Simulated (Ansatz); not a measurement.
Crystal: TiTe2.

```
CELL_PARAMETERS angstrom
3.77700 0.00000 0.00000
-1.88850 3.27098 0.00000
0.00000 0.00000 6.49800
ATOMIC_POSITIONS crystal
Te 0.33333 0.66667 0.73720
Te 0.66667 0.33333 0.26280
Ti 0.00000 0.00000 0.00000
```

```yaml
Program: Ansatz 0.2.0
Task: relaxation of cell and atoms
Functional: PBE
Dispersion: D3(BJ)
Potentials_or_basis: Ansatz PAW
Cutoff: "420 eV (not typed: the program's choice for these potentials)"
k_mesh: 8 × 8 × 4
Occupations: fermi-dirac, width 0.05 eV
Spin: no spin polarisation
```

At the start: volume 26.76 Å³/atom.

Problem. How do energy, volume and symmetry change on relaxing?

Solution. It ends after 5 steps and the volume is 25.17 Å³/atom (-6.0 %); space group P-3m1 (No. 164, to 0.05 Å).

Step by step:
```
step  energy change (eV)  largest force (eV/Å)  volume (Å³)
   1              0.0000                0.0175        80.28
   2             -0.0203                0.3546        75.86
   3             -0.0334                0.0597        75.83
   4             -0.0340                0.0016        75.50
   5             -0.0332                0.0015        75.50
```

Final structure:
```xyz
3
Lattice="3.7051 0.0000 0.0000 -1.8525 3.2087 0.0000 0.0000 0.0000 6.3504" Properties=species:S:1:pos:R:3 pbc="T T T"
Te    0.0000    2.1391    4.6258
Te    1.8525    1.0696    1.7246
Ti    0.0000    0.0000    0.0000
```

Caveat: the plane-wave basis is chosen anew once the cell has moved, so the energies of steps on either side of that aren't comparable.
